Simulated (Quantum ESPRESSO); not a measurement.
## Si2Ni: single point with PBEsol

Si2Ni:

```
CELL_PARAMETERS angstrom
0.00000 2.72414 2.67062
2.72414 0.00000 2.67062
2.72414 2.72414 0.00000
ATOMIC_POSITIONS crystal
Ni 0.00000 0.00000 0.00000
Si 0.25000 0.25000 0.25000
Si 0.75000 0.75000 0.75000
```

The cell was built by a generator and needn't be a form met in nature.

```yaml
Program: Quantum ESPRESSO 7.5
Task: single point
Functional: PBEsol
Potentials_or_basis: PseudoDojo 0.4.1 SR PBEsol standard
Cutoff: 1333 eV
Density_cutoff: 5333 eV
k_mesh: 16 × 16 × 16
Occupations: methfessel-paxton, width 0.1 eV
Spin: no spin polarisation
Mixing_beta: 0.5
Most_SCF_iterations: 120
SCF_threshold: 6e-10 Ry
```

```json
{
  "Pressure": "-2.0 GPa",
  "Band gap on the k mesh": "none (metal or under the smearing width)"
}
```

Stress tensor (GPa, compression positive):
```
-2.32  0.00  0.00
 0.00 -2.32  0.00
 0.00  0.00 -1.38
```

Levels at points of the mesh, in eV from the Fermi level:
| k point | band 10 | band 11 | band 12 | band 13 | band 14 | band 15 | band 16 | band 17 |
| --- | --- | --- | --- | --- | --- | --- | --- | --- |
| (0.00, 0.00, 0.00) | -3.44 | -0.31 | 1.56 | 1.81 | 1.81 | 2.18 | 2.18 | 2.39 |
| (0.00, 0.00, -0.50) | -3.30 | -3.29 | -1.51 | -1.37 | 1.75 | 1.80 | 1.83 | 2.62 |
| (0.00, -0.50, -0.50) | -3.64 | -3.56 | -3.44 | -3.06 | -0.36 | 1.41 | 7.73 | 8.00 |
| (-0.50, -0.50, 0.00) | -3.59 | -3.59 | -3.38 | -3.07 | -0.49 | 1.30 | 7.79 | 8.22 |

Wall time 17 min on 1 thread of AMD EPYC 7571 (shared host), peak memory 0.52 GiB.

Spin polarisation is off, so any magnetic state and its effect on volume and gap are missing.
